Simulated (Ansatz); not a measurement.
Set up this calculation in Ansatz 0.2.0, as the native input.

| Property | Result |
| --- | --- |
| Task | relaxation of cell and atoms |
| Functional | PBE |
| Dispersion | D4 |
| Potentials or basis | Ansatz PAW |
| Cutoff | 420 eV (not typed: the program's choice for these potentials) |
| k mesh | 6 × 3 × 9 |
| Occupations | fermi-dirac, width 0.05 eV |
| Spin | no spin polarisation |

Al2O3:

```
Al O
1.0
     4.61378    0.00000    0.00000
     0.00000    9.56328    0.00000
     0.00000    0.00000    3.11986
Al O
4 6
Direct
  0.98298 0.82457 0.00000
  0.01702 0.17543 0.00000
  0.48297 0.67543 0.50000
  0.51702 0.32457 0.50000
  0.50000 0.50000 0.50000
  0.12363 0.75305 0.50000
  0.37637 0.25305 0.00000
  0.62364 0.74695 0.00000
  0.00000 0.00000 0.00000
  0.87636 0.24695 0.50000
```

Measurements of this composition are mostly on another form, of space group No. 167.

One way to write it, as run:

input.yaml

```yaml
crystal:
  lattice:
    - [4.613777, 0.0, 0.0]
    - [0.0, 9.563279, 0.0]
    - [0.0, 0.0, 3.119862]
  atoms:
    - { symbol: Al, position: [0.982975, 0.824573, 0.0] }
    - { symbol: Al, position: [0.017025, 0.175427, 0.0] }
    - { symbol: Al, position: [0.482975, 0.675427, 0.5] }
    - { symbol: Al, position: [0.517025, 0.324573, 0.5] }
    - { symbol: O, position: [0.5, 0.5, 0.5] }
    - { symbol: O, position: [0.123635, 0.75305, 0.5] }
    - { symbol: O, position: [0.376365, 0.25305, 0.0] }
    - { symbol: O, position: [0.623635, 0.74695, 0.0] }
    - { symbol: O, position: [0.0, 0.0, 0.0] }
    - { symbol: O, position: [0.876365, 0.24695, 0.5] }
hamiltonian:
  xc: pbe
  pseudopotentials: { kind: paw }
  dispersion: d4
kpoints:
  mp_grid: { grid: [6, 3, 9] }
scf:
  occupations: { method: fermi_dirac, width: 0.05 }
output:
  forces: true
  stress: true
  eigenvalues: true
  write_density: true
  write_potential: true
  elf: true
  volumetric_format: npy
relax:
  f_tol: 0.01
  max_steps: 40
  cell: { stress_tol: 0.05 }
```

Potentials or basis: Ansatz PAW.

Run with:

```bash
$ ansatz run input.yaml --threads 4 --pin off --max-ram 11264MiB --backend cpu --events-out ev --progress --plain --runs-dir out
```

Results of the run:

```json
{
 "Relaxed volume": "13.02 Å³/atom",
 "Relaxed cell": "a = 4.520 Å, b = 9.566 Å, c = 3.011 Å, α = 90.00°, β = 90.00°, γ = 90.00°",
 "Space group after relaxing (to 0.05 Å)": "Pnnm (No. 58)",
 "Energy gained by relaxing": "22.2 meV/atom",
 "Ionic steps": "17",
 "Pressure after relaxing": "0.0 GPa",
 "Band gap on the k mesh": "3.51 eV, direct"
}
```

Caveat: odd divisions of the mesh miss points on the zone boundary, where band edges often lie, so the gap on the mesh can be too wide; the plane-wave basis is chosen anew once the cell has moved, so the energies of steps on either side of that aren't comparable; the pressure holds a Pulay correction of +0.6 GPa for the finite cutoff.

Wall time 52 s on 4 threads of Arm Neoverse V2, with other jobs on the host, peak memory 0.52 GiB.
